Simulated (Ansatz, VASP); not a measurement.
**One calculation of C13O, two programs**

```xyz
14
Lattice="3.6900 2.1304 0.0000 -3.6900 2.1304 0.0000 0.0000 0.0000 21.3500" Properties=species:S:1:pos:R:3 pbc="T T T"
C     0.0000    0.0000   12.3500
C     0.0000    1.4203   12.3500
C     0.0000    0.0000    9.0000
C     1.2300    0.7101    9.0000
C    -1.2300    2.1304   12.3500
C    -1.2300    3.5507   12.3500
C    -1.2300    2.1304    9.0000
C     0.0000    2.8406    9.0000
C     1.2300    2.1304   12.3500
C     1.2300    3.5507   12.3500
C     1.2300    2.1304    9.0000
C     2.4600    2.8406    9.0000
C     0.3348    0.6735   16.8781
O     1.1757    0.6749   16.1154
```

Alike in both runs: functional PBE; k mesh 6 × 6 × 1; occupations gaussian, width 0.05 eV; no spin polarisation.

Ansatz relaxed the structure, and its values are those at the end. VASP's run is a single point on that final structure, the one shown.

|  | VASP | Ansatz |
| --- | --- | --- |
| version | VASP 6.6.1 | Ansatz 0.2.0 |
| potentials or method | VASP PAW PBE potentials, release 64 (C, O) | scalar-relativistic, plane waves, PAW |
| plane-wave cutoff (eV) | 520 | 420 |
| valence electrons in the cell | 58 | 58 |

|  | VASP | Ansatz | Ansatz less VASP |
| --- | --- | --- | --- |
| rms of the force components (eV/Å) | 0.207 | 0.028 | -0.1784 |

One of these differences is far larger than is usual between the two programs; its cause wasn't traced.

Caveats: the standard files for N, O and F lose accuracy on very short bonds.
